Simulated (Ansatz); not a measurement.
# How much does V in Ta(100), 2x2 scatter?, part 2 of 3

How strong a scatterer is V in Ta(100), 2x2, and does relaxation matter?

Ansatz 0.2.0; Ansatz plane-wave DFT, PBE, PAW files, collinear spin; ballistic transport by layer matching (Landauer), zero bias; PAW set soft_1 (the session's first sound run).

So far: Set-up; Transmission at ideal sites.

**2. Transmission at ideal sites (continued)**

Valence density in the ca plane at fractional y = 0.250, with atoms of Ta and V within 0.2 Å of it. It is the smooth field of the valence electrons, not physical close to the nuclei.

Values in units of 1e0 e/Å³, 10 rows by 16 columns, each cell a mean:
```
0.2 0.3 0.4 0.2 0.2 0.3 0.3 0.2 0.3 0.3 0.2 0.3 0.4 0.2 0.2 0.4
0.3 0.8 2.9 0.5 0.4 2.7 1.1 0.3 1.9 2.0 0.3 1.0 2.8 0.4 0.4 2.8
0.3 1.5 4.3 0.8 0.5 4.0 2.0 0.3 3.0 3.2 0.3 1.8 4.2 0.6 0.6 4.2
0.3 0.5 1.8 0.4 0.3 1.7 0.7 0.2 1.2 1.3 0.2 0.6 1.7 0.3 0.3 1.7
0.2 0.2 0.3 0.2 0.2 0.3 0.2 0.2 0.2 0.2 0.2 0.2 0.3 0.2 0.2 0.3
0.2 0.3 0.4 0.2 0.2 0.3 0.3 0.2 0.2 0.2 0.2 0.3 0.4 0.2 0.2 0.4
0.3 0.8 2.9 0.5 0.4 2.7 1.1 0.2 2.1 2.4 0.2 1.0 2.8 0.4 0.4 2.8
0.3 1.5 4.3 0.8 0.5 4.0 2.0 0.2 5.4 6.2 0.2 1.7 4.2 0.6 0.6 4.2
0.3 0.5 1.8 0.4 0.3 1.7 0.7 0.2 1.0 1.1 0.2 0.6 1.7 0.3 0.3 1.7
0.2 0.2 0.3 0.2 0.2 0.3 0.2 0.2 0.2 0.2 0.2 0.2 0.3 0.2 0.2 0.3
```
Columns run along c (16.0 Å, from fractional 0.23 to 0.77 of the cell), rows up along a (6.6 Å). Atoms in or near the plane, at fractional coordinates: Ta at (0.31, 0.25), Ta at (0.31, 0.75), Ta at (0.42, 0.25), Ta at (0.42, 0.75), V at (0.53, 0.25), Ta at (0.53, 0.75), Ta at (0.64, 0.25), Ta at (0.64, 0.75), Ta at (0.75, 0.25), Ta at (0.75, 0.75).

Electrostatic potential energy in the ca plane at fractional y = 0.250, with atoms of Ta and V within 0.2 Å of it. With pseudopotentials it is smooth inside the atoms' cores, unlike the true potential.

Values in eV, 10 rows by 16 columns, each cell a mean:
```
 20  18  13  19  19  14  17  20  16  15  20  18  14  19  19  13
 18   5 -23  12  15 -21   0  19 -10 -13  18   3 -22  13  13 -22
 16  -4 -41   6  11 -38 -11  17 -25 -28  17  -8 -39   9   8 -40
 19  10 -10  15  17  -8   7  19  -1  -2  19   8  -9  16  16  -9
 20  19  17  20  20  18  19  20  19  18  20  19  17  20  20  17
 20  18  13  19  19  14  17  20  18  18  20  18  14  19  19  13
 18   5 -23  11  15 -21   0  20  -4  -6  19   3 -22  13  13 -22
 16  -4 -41   6  11 -38 -11  19 -14 -16  19  -8 -40   9   8 -40
 19  10 -10  15  17  -8   7  20   4   2  20   8  -9  16  16  -9
 20  19  17  20  20  18  19  20  20  20  20  19  17  20  20  17
```
Columns run along c (16.0 Å, from fractional 0.23 to 0.77 of the cell; values clipped at the 3rd and 97th percentile), rows up along a (6.6 Å). Atoms in or near the plane, at fractional coordinates: Ta at (0.31, 0.25), Ta at (0.31, 0.75), Ta at (0.42, 0.25), Ta at (0.42, 0.75), V at (0.53, 0.25), Ta at (0.53, 0.75), Ta at (0.64, 0.25), Ta at (0.64, 0.75), Ta at (0.75, 0.25), Ta at (0.75, 0.75).

Nearest the Fermi level spin up passes 10.4 of 10.5 channels of the lower lead and spin down 10.4 of 10.5.

**3. Resistance at ideal sites**

This step: Ansatz plane-wave DFT, PBE, PAW files, collinear spin; ballistic transport by layer matching (Landauer), zero bias; area resistance of the defect plane and resistivity an atomic per cent; PAW set soft_1 (Ansatz 0.2.0).

This step gave:

| Item | Value |
| --- | --- |
| area resistance | 0.005822 fΩ m² |
| T over the leads' mean channel count | 0.9895 |
| spin asymmetry γ | -6.31e-5 (R down - R up) / (R down + R up) |
| resistivity per at.% scaled from this dense plane, with the factor 3/4 for isotropic scattering | 0.1058 µΩ cm |

Averaged over the energies near the Fermi level, 99.0 % of the channels pass, which makes 0.00582 fΩ m².

By hand, with means over the energies near the Fermi level: RA per spin = A (h/e²)(1/T − ½[1/N₁ + 1/N₂]); spin up: 43.63×10⁻²⁰ m² × 25 813 Ω × (1/10.11 − ½[1/10.21 + 1/10.21]) = 0.0116 fΩ m²; spin down: 43.63×10⁻²⁰ m² × 25 813 Ω × (1/10.11 − ½[1/10.21 + 1/10.21]) = 0.0116 fΩ m². The spins conduct in parallel, so 1/RA = 1/0.0116 + 1/0.0116 and RA = 0.00582 fΩ m²; γ = (0.0116 − 0.0116)/(0.0116 + 0.0116) = 0.

**4. Relaxing the neighbours**

The neighbours of the defect are let go while the lead's layers stay on their sites, since a lead must repeat to 0.01 Å.

This step: Ansatz plane-wave DFT, PBE, PAW files, collinear spin; relaxation with the lead's layers held; PAW set soft_1 (Ansatz 0.2.0).

Input file input.yaml:

```yaml
crystal:
  lattice:
    - [6.60512, 0.0, 0.0]
    - [0.0, 6.60512, 0.0]
    - [0.0, 0.0, 29.72304]
  atoms:
    - { symbol: Ta, position: [0.0, 0.0, 0.0277777778] }
    - { symbol: Ta, position: [0.0, 0.5, 0.0277777778] }
    - { symbol: Ta, position: [0.5, 0.0, 0.0277777778] }
    - { symbol: Ta, position: [0.5, 0.5, 0.0277777778] }
    - { symbol: Ta, position: [0.25, 0.25, 0.0833333333] }
    - { symbol: Ta, position: [0.25, 0.75, 0.0833333333] }
    - { symbol: Ta, position: [0.75, 0.25, 0.0833333333] }
    - { symbol: Ta, position: [0.75, 0.75, 0.0833333333] }
    - { symbol: Ta, position: [0.0, 0.0, 0.1388888889] }
    - { symbol: Ta, position: [0.0, 0.5, 0.1388888889] }
    - { symbol: Ta, position: [0.5, 0.0, 0.1388888889] }
    - { symbol: Ta, position: [0.5, 0.5, 0.1388888889] }
    - { symbol: Ta, position: [0.25, 0.25, 0.1944444444] }
    - { symbol: Ta, position: [0.25, 0.75, 0.1944444444] }
    - { symbol: Ta, position: [0.75, 0.25, 0.1944444444] }
    - { symbol: Ta, position: [0.75, 0.75, 0.1944444444] }
    - { symbol: Ta, position: [0.0, 0.0, 0.25] }
    - { symbol: Ta, position: [0.0, 0.5, 0.25] }
    - { symbol: Ta, position: [0.5, 0.0, 0.25] }
    - { symbol: Ta, position: [0.5, 0.5, 0.25] }
    - { symbol: Ta, position: [0.25, 0.25, 0.3055555556] }
    - { symbol: Ta, position: [0.25, 0.75, 0.3055555556] }
    - { symbol: Ta, position: [0.75, 0.25, 0.3055555556] }
    - { symbol: Ta, position: [0.75, 0.75, 0.3055555556] }
    - { symbol: Ta, position: [0.0, 0.0, 0.3611111111] }
    - { symbol: Ta, position: [0.0, 0.5, 0.3611111111] }
    - { symbol: Ta, position: [0.5, 0.0, 0.3611111111] }
    - { symbol: Ta, position: [0.5, 0.5, 0.3611111111] }
    - { symbol: Ta, position: [0.25, 0.25, 0.4166666667] }
    - { symbol: Ta, position: [0.25, 0.75, 0.4166666667] }
    - { symbol: Ta, position: [0.75, 0.25, 0.4166666667] }
    - { symbol: Ta, position: [0.75, 0.75, 0.4166666667] }
    - { symbol: Ta, position: [0.0, 0.0, 0.4722222222] }
    - { symbol: Ta, position: [0.0, 0.5, 0.4722222222] }
    - { symbol: Ta, position: [0.5, 0.0, 0.4722222222] }
    - { symbol: Ta, position: [0.5, 0.5, 0.4722222222] }
    - { symbol: V, position: [0.25, 0.25, 0.5277777778], spin: 1.0 }
    - { symbol: Ta, position: [0.25, 0.75, 0.5277777778] }
    - { symbol: Ta, position: [0.75, 0.25, 0.5277777778] }
    - { symbol: Ta, position: [0.75, 0.75, 0.5277777778] }
    - { symbol: Ta, position: [0.0, 0.0, 0.5833333333] }
    - { symbol: Ta, position: [0.0, 0.5, 0.5833333333] }
    - { symbol: Ta, position: [0.5, 0.0, 0.5833333333] }
    - { symbol: Ta, position: [0.5, 0.5, 0.5833333333] }
    - { symbol: Ta, position: [0.25, 0.25, 0.6388888889] }
    - { symbol: Ta, position: [0.25, 0.75, 0.6388888889] }
    - { symbol: Ta, position: [0.75, 0.25, 0.6388888889] }
    - { symbol: Ta, position: [0.75, 0.75, 0.6388888889] }
    - { symbol: Ta, position: [0.0, 0.0, 0.6944444444] }
    - { symbol: Ta, position: [0.0, 0.5, 0.6944444444] }
    - { symbol: Ta, position: [0.5, 0.0, 0.6944444444] }
    - { symbol: Ta, position: [0.5, 0.5, 0.6944444444] }
    - { symbol: Ta, position: [0.25, 0.25, 0.75] }
    - { symbol: Ta, position: [0.25, 0.75, 0.75] }
    - { symbol: Ta, position: [0.75, 0.25, 0.75] }
    - { symbol: Ta, position: [0.75, 0.75, 0.75] }
    - { symbol: Ta, position: [0.0, 0.0, 0.8055555556] }
    - { symbol: Ta, position: [0.0, 0.5, 0.8055555556] }
    - { symbol: Ta, position: [0.5, 0.0, 0.8055555556] }
    - { symbol: Ta, position: [0.5, 0.5, 0.8055555556] }
    - { symbol: Ta, position: [0.25, 0.25, 0.8611111111] }
    - { symbol: Ta, position: [0.25, 0.75, 0.8611111111] }
    - { symbol: Ta, position: [0.75, 0.25, 0.8611111111] }
    - { symbol: Ta, position: [0.75, 0.75, 0.8611111111] }
    - { symbol: Ta, position: [0.0, 0.0, 0.9166666667] }
    - { symbol: Ta, position: [0.0, 0.5, 0.9166666667] }
    - { symbol: Ta, position: [0.5, 0.0, 0.9166666667] }
    - { symbol: Ta, position: [0.5, 0.5, 0.9166666667] }
    - { symbol: Ta, position: [0.25, 0.25, 0.9722222222] }
    - { symbol: Ta, position: [0.25, 0.75, 0.9722222222] }
    - { symbol: Ta, position: [0.75, 0.25, 0.9722222222] }
    - { symbol: Ta, position: [0.75, 0.75, 0.9722222222] }
magnetization:
  spin_polarized: true
kpoints:
  mp_grid: { grid: [4, 4, 1] }
hamiltonian:
  xc: pbe
  pseudopotentials: { kind: paw, azcp: { folder: soft_1 } }
scf:
  occupations: { method: fermi_dirac, width: 0.1 }
relax:
  f_tol: 0.03
  max_steps: 40
  constraints:
    - { sites: [0, 1, 2, 3, 4, 5, 6, 7, 8, 9, 10, 11, 12, 13, 14, 15, 16, 17, 18, 19, 52, 53, 54, 55, 56, 57, 58, 59, 60, 61, 62, 63, 64, 65, 66, 67, 68, 69, 70, 71] }
```

Run with:

```console
ansatz run input.yaml --threads 8 --pin off --max-ram 15360MiB --backend cpu --events-out ev --progress --plain --runs-dir out
```

Numbers of over 12 decimals in the logs are rounded to 6 here.

The log of the run:

```text
Warning: crystal.symmetry: narrowed to the stabiliser of the relax constraints — unitary ops 16 → 8; lowered at sites 20, 21, 22, 23, 52, 53, 54, 55 (the operations that carried what is held of a site onto what its image site leaves free; the constrained walk keeps no symmetry that its constraints do not admit)
[...]
Crystal: 72 atoms, lattice volume = 1296.745 Å³
Basis set: ecut = 420 eV, 25307 PW (Γ), exchange–correlation on 90×90×400 points (8 copies of the dense FFT grid, shifted against one another)
Bands: 563, of which v1, the nominal top of the filled ones, is band 468 counted from 1 (467 counted from 0)
Symmetry: 8 space group operations
k-points: 6 of 16
[...]
Starting moments: Σ|m| = 1 μB on 1 of 72 sites
[...]
SCF iter  14: F=-708173.056140 eV  HF=-708173.056146 eV  |F-HF|=6.13e-6  |Δ(HF+E_count)|=   8.97e-7  Δρ=7.31e-6 (↑5.89e-6 ↓7.31e-6)  dr2=6.24e-6  dr2_m=8.73e-9  M=-0.001 μB ∫|m|=0.002 μB  ethr=8.47e-10  ⟨swp⟩=1.0  Hψ=15495  notcnv=0
[...]
SCF 1 converged in 14 iterations: F = -708173.056140 eV  dr2 = 6.24e-6
[...]
relax step   1: F+E_penalty+E_count = -708173.05613952 eV  Δ(F+E_penalty+E_count) = +0.000e0 eV  max|allowed force component| = 2.606e-1 eV/Å  Δτ_max = 0.0000 Å  (14 SCF iters, dr2 threshold 2.25e-5 eV, accepted)
[...]
Starting moments: Σ|m| = 1 μB on 1 of 72 sites; this step starts from the density that it was given
[...]
SCF iter   1: F=—  HF=-708173.155750 eV  |F-HF|=—  |Δ(HF+E_count)|=         —  Δρ=6.63e-3 (↑6.63e-3 ↓6.62e-3)  dr2=3.02e1  dr2_m=5.51e-4  M=-0.006 μB ∫|m|=0.025 μB  β_m=0.30  ethr=3.10e-3  ⟨swp⟩=5.0  Hψ=14197  notcnv=0  defer=171
[...]
SCF iter  12: F=-708172.271405 eV  HF=-708172.271405 eV  |F-HF|=4.52e-8  |Δ(HF+E_count)|=   6.29e-9  Δρ=6.32e-7 (↑6.32e-7 ↓6.14e-7)  dr2=4.69e-8  dr2_m=1.27e-12  M=-0.000 μB ∫|m|=0.000 μB  ethr=8.45e-11  ⟨swp⟩=1.0  Hψ=14892  notcnv=0
the starting moments were not kept: the SCF closed with an absolute magnetisation of 8.4e-6 μB, where they sum to 1 μB in size (1 site). That is at most 0.1 of that sum. Measured as dr2_m measures the in/out step, that magnetisation stands 3.6e-12 eV from none, at or under the dr2_threshold of 4.2e-6 eV: it is no larger than a step whose dr2_m would equal this threshold.
SCF 2 converged in 12 iterations: F = -708172.271405 eV  dr2 = 4.69e-8
relax step   2: F+E_penalty+E_count = -708172.27140465 eV  Δ(F+E_penalty+E_count) = +7.847e-1 eV  max|allowed force component| = 9.743e-1 eV/Å  Δτ_max = 0.1939 Å  (12 SCF iters, dr2 threshold 4.24e-6 eV, rejected (line search))
[...]
SCF iter  13: F=-708173.131824 eV  HF=-708173.131824 eV  |F-HF|=4.81e-8  |Δ(HF+E_count)|=   1.63e-9  Δρ=5.49e-7 (↑5.49e-7 ↓4.56e-7)  dr2=4.99e-8  dr2_m=2.66e-11  M=0.000 μB ∫|m|=0.000 μB  ethr=5.70e-12  ⟨swp⟩=1.0  Hψ=13560  notcnv=0
[...]
SCF 3 converged in 13 iterations: F = -708173.131824 eV  dr2 = 4.99e-8
relax step   3: F+E_penalty+E_count = -708173.13182425 eV  Δ(F+E_penalty+E_count) = -7.568e-2 eV  max|allowed force component| = 8.482e-2 eV/Å  Δτ_max = 0.0624 Å  (13 SCF iters, accepted)
SCF iter   1: F=—  HF=-708173.143352 eV  |F-HF|=—  |Δ(HF+E_count)|=         —  Δρ=3.98e-4 (↑3.98e-4 ↓3.98e-4)  dr2=5.32e-2  dr2_m=1.78e-6  M=0.000 μB ∫|m|=0.000 μB  β_m=0.65  ethr=1.66e-4  ⟨swp⟩=2.2  Hψ=8490  notcnv=0  defer=233
[...]
SCF iter  13: F=-708173.138973 eV  HF=-708173.138973 eV  |F-HF|=1.86e-9  |Δ(HF+E_count)|=   3.03e-9  Δρ=1.27e-7 (↑1.27e-7 ↓7.40e-8)  dr2=1.93e-9  dr2_m=9.70e-12  M=0.000 μB ∫|m|=0.000 μB  ethr=1.00e-12  ⟨swp⟩=1.0  Hψ=18626  notcnv=0
[...]
SCF 4 converged in 13 iterations: F = -708173.138973 eV  dr2 = 1.93e-9
relax step   4: F+E_penalty+E_count = -708173.13897257 eV  Δ(F+E_penalty+E_count) = -7.148e-3 eV  max|allowed force component| = 2.151e-2 eV/Å  Δτ_max = 0.0161 Å  (13 SCF iters, accepted)
SCF converged after 13 iterations
Magnetization: 0.0000 μB (468.0000 up, 468.0000 down)
Absolute magnetization: 0.0000 μB (∫|ρ↑−ρ↓|, with the PAW one-centre terms)
[...]
Per-site moments (μB) at R_I (Å): [(1.965151581477522e-8, 1.179792), (1.9651515655168686e-8, 1.179792), (1.965151571358771e-8, 1.179792), (1.9651515600973622e-8, 1.179792), (-1.451365882138682e-8, 1.179792), (-8.27357722477936e-9, 1.179792), (-8.273576933533068e-9, 1.179792), (8.95802700007352e-9, 1.179792), (-6.344608327422522e-9, 1.179792), (-6.344608542364307e-9, 1.179792), (-6.3446084836789515e-9, 1.179792), (-6. [...]
Free energy (F): -708173.138973 eV
[...]
Internal energy: -708169.997269 eV  (E = F + TS)
E sigma→0 (E₀):  -708171.568121 eV
Entropy (-TS):   -3.141704 eV (-43.635 meV/atom)
Fermi energy:    18.427328 eV
[...]
--- Forces (eV/Å), atoms counted from 1 ---
  atom   1  Ta    -0.00017992    -0.00017992     0.00137315
  atom   2  Ta    -0.00017992     0.00017992     0.00137315
  atom   3  Ta     0.00017992    -0.00017992     0.00137315
  atom   4  Ta     0.00017992     0.00017992     0.00137315
  atom   5  Ta    -0.00000000     0.00000000    -0.00810498
  atom   6  Ta     0.00000000     0.00000000    -0.00363021
  atom   7  Ta     0.00000000     0.00000000    -0.00363021
  atom   8  Ta     0.00000000     0.00000000    -0.00283205
  atom   9  Ta     0.00049201     0.00049201     0.00433408
  atom  10  Ta     0.00049201    -0.00049201     0.00433408
  atom  11  Ta    -0.00049201     0.00049201     0.00433408
  atom  12  Ta    -0.00049201    -0.00049201     0.00433408
  atom  13  Ta    -0.00000000     0.00000000     0.01809589
  atom  14  Ta     0.00000000     0.00000000     0.02291741
  atom  15  Ta     0.00000000     0.00000000     0.02291741
  atom  16  Ta    -0.00000000     0.00000000     0.01842459
  atom  17  Ta    -0.00246937    -0.00246937     0.06856303
  atom  18  Ta    -0.00246937     0.00246937     0.06856303
  atom  19  Ta     0.00246937    -0.00246937     0.06856303
  atom  20  Ta     0.00246937     0.00246937     0.06856303
  atom  21  Ta    -0.00000000     0.00000000     0.00300846
  atom  22  Ta     0.00000000     0.00000000    -0.00028009
  atom  23  Ta     0.00000000     0.00000000    -0.00028009
  atom  24  Ta    -0.00000000     0.00000000     0.00032008
  atom  25  Ta    -0.00978171    -0.00978171    -0.00096576
  atom  26  Ta    -0.00978171     0.00978171    -0.00096576
  atom  27  Ta     0.00978171    -0.00978171    -0.00096576
  atom  28  Ta     0.00978171     0.00978171    -0.00096576
  atom  29  Ta     0.00000000     0.00000000     0.00862360
  atom  30  Ta     0.00000000     0.00000000    -0.00100647
  atom  31  Ta    -0.00000000     0.00000000    -0.00100647
  atom  32  Ta     0.00000000     0.00000000    -0.01928060
  atom  33  Ta     0.00137440     0.00137440    -0.00649021
  atom  34  Ta     0.00137440    -0.00137440    -0.00649021
  atom  35  Ta    -0.00137440     0.00137440    -0.00649021
  atom  36  Ta    -0.00137440    -0.00137440    -0.00649021
  atom  37  V     -0.00000000     0.00000000     0.00034344
  atom  38  Ta     0.00000000     0.00000000    -0.00050399
  atom  39  Ta    -0.00000000     0.00000000    -0.00050399
  atom  40  Ta     0.00000000     0.00000000    -0.00110070
[...]
atom  61  Ta     0.00000000     0.00000000    -0.00277087
  atom  62  Ta     0.00000000     0.00000000    -0.00798074
  atom  63  Ta     0.00000000     0.00000000    -0.00798074
  atom  64  Ta     0.00000000     0.00000000    -0.00198753
  atom  65  Ta     0.00056197     0.00056197     0.00069966
  atom  66  Ta     0.00056197    -0.00056197     0.00069966
  atom  67  Ta    -0.00056197     0.00056197     0.00069966
  atom  68  Ta    -0.00056197    -0.00056197     0.00069966
  atom  69  Ta    -0.00000000     0.00000000     0.00524199
  atom  70  Ta    -0.00000000     0.00000000    -0.00032287
  atom  71  Ta    -0.00000000     0.00000000    -0.00032287
  atom  72  Ta     0.00000000     0.00000000    -0.00014130
  max |Σ_I F_I| component: 5.35e-8 eV/Å
--- Relaxed structure (4 steps of the walk, 3 accepted, 0 SCFs on fresh bases) ---
  F+E_penalty+E_count = -708173.13897257 eV   max|allowed force component| = 2.151e-2 eV/Å
  atoms:
    - { symbol: Ta, position: [0.0, 0.0, 0.027778] }
    - { symbol: Ta, position: [0.0, 0.500000, 0.027778] }
    - { symbol: Ta, position: [0.500000, 0.0, 0.027778] }
    - { symbol: Ta, position: [0.500000, 0.500000, 0.027778] }
    - { symbol: Ta, position: [0.250000, 0.250000, 0.083333] }
    - { symbol: Ta, position: [0.250000, 0.750000, 0.083333] }
    - { symbol: Ta, position: [0.750000, 0.250000, 0.083333] }
    - { symbol: Ta, position: [0.750000, 0.750000, 0.083333] }
    - { symbol: Ta, position: [0.0, 0.0, 0.138889] }
    - { symbol: Ta, position: [0.0, 0.500000, 0.138889] }
    - { symbol: Ta, position: [0.500000, 0.0, 0.138889] }
    - { symbol: Ta, position: [0.500000, 0.500000, 0.138889] }
    - { symbol: Ta, position: [0.250000, 0.250000, 0.194444] }
    - { symbol: Ta, position: [0.250000, 0.750000, 0.194444] }
    - { symbol: Ta, position: [0.750000, 0.250000, 0.194444] }
    - { symbol: Ta, position: [0.750000, 0.750000, 0.194444] }
    - { symbol: Ta, position: [0.0, 0.0, 0.250000] }
    - { symbol: Ta, position: [0.0, 0.500000, 0.250000] }
    - { symbol: Ta, position: [0.500000, 0.0, 0.250000] }
    - { symbol: Ta, position: [0.500000, 0.500000, 0.250000] }
    - { symbol: Ta, position: [0.250000, 0.250000, 0.305886] }
    - { symbol: Ta, position: [0.250000, 0.750000, 0.305961] }
    - { symbol: Ta, position: [0.750000, 0.250000, 0.305961] }
    - { symbol: Ta, position: [0.750000, 0.750000, 0.305954] }
    - { symbol: Ta, position: [-0.000245556, -0.000245556, 0.361795] }
    - { symbol: Ta, position: [-0.000245556, 0.500246, 0.361795] }
    - { symbol: Ta, position: [0.500246, -0.000245556, 0.361795] }
    - { symbol: Ta, position: [0.500246, 0.500246, 0.361795] }
    - { symbol: Ta, position: [0.250000, 0.250000, 0.417240] }
    - { symbol: Ta, position: [0.250000, 0.750000, 0.417452] }
    - { symbol: Ta, position: [0.750000, 0.250000, 0.417452] }
    - { symbol: Ta, position: [0.750000, 0.750000, 0.417980] }
    - { symbol: Ta, position: [0.00352768, 0.00352768, 0.473504] }
    - { symbol: Ta, position: [0.00352768, 0.496472, 0.473504] }
    - { symbol: Ta, position: [0.496472, 0.00352768, 0.473504] }
    - { symbol: Ta, position: [0.496472, 0.496472, 0.473504] }
    - { symbol: V, position: [0.250000, 0.250000, 0.527923] }
    - { symbol: Ta, position: [0.250000, 0.750000, 0.527926] }
    - { symbol: Ta, position: [0.750000, 0.250000, 0.527926] }
    - { symbol: Ta, position: [0.750000, 0.750000, 0.527932] }
    - { symbol: Ta, position: [0.00354157, 0.00354157, 0.582365] }
[...]
- { symbol: Ta, position: [0.250000, 0.250000, 0.861111] }
    - { symbol: Ta, position: [0.250000, 0.750000, 0.861111] }
    - { symbol: Ta, position: [0.750000, 0.250000, 0.861111] }
    - { symbol: Ta, position: [0.750000, 0.750000, 0.861111] }
    - { symbol: Ta, position: [0.0, 0.0, 0.916667] }
    - { symbol: Ta, position: [0.0, 0.500000, 0.916667] }
    - { symbol: Ta, position: [0.500000, 0.0, 0.916667] }
    - { symbol: Ta, position: [0.500000, 0.500000, 0.916667] }
    - { symbol: Ta, position: [0.250000, 0.250000, 0.972222] }
    - { symbol: Ta, position: [0.250000, 0.750000, 0.972222] }
    - { symbol: Ta, position: [0.750000, 0.250000, 0.972222] }
    - { symbol: Ta, position: [0.750000, 0.750000, 0.972222] }
```

It took 22 min on 8 threads of Arm Neoverse V2, shared host; peak memory 9.2 GiB.

Step by step:

```
step  energy less that of the first step (eV)  largest force component (eV/Å)
   1                                   0.0000                          0.2606
   2                                   0.7847                          0.9743
   3                                  -0.0757                          0.0848
   4                                  -0.0828                          0.0215
```

Relaxation step 2 was tried and not accepted.

The atoms that moved most (Å):

```
atom      dx      dy      dz  length
Ta33   0.023   0.023   0.038   0.050
Ta34   0.023  -0.023   0.038   0.050
Ta35  -0.023   0.023   0.038   0.050
Ta36  -0.023  -0.023   0.038   0.050
Ta41   0.023   0.023  -0.029   0.044
Ta42   0.023  -0.023  -0.029   0.044
Ta43  -0.023   0.023  -0.029   0.044
Ta44  -0.023  -0.023  -0.029   0.044
```

Numbers from this step:

```
free energy             : -708173.1390 eV
energy at zero smearing : -708171.5681 eV
```

The largest force component on a free atom ends at 0.022 eV/Å, under the tolerance of 0.03, after 4 steps.

[end of part 2 of 3]

[Logs are printed without paths, hosts, clocks, repeated set-up lines and the standing remarks that a program may print on its own settings, such as how far it seeks lower states.]

[Hosts, paths, dates, database ids (printed as entryN), source tags and the programs' standing remarks are cut or masked in the printed files.]
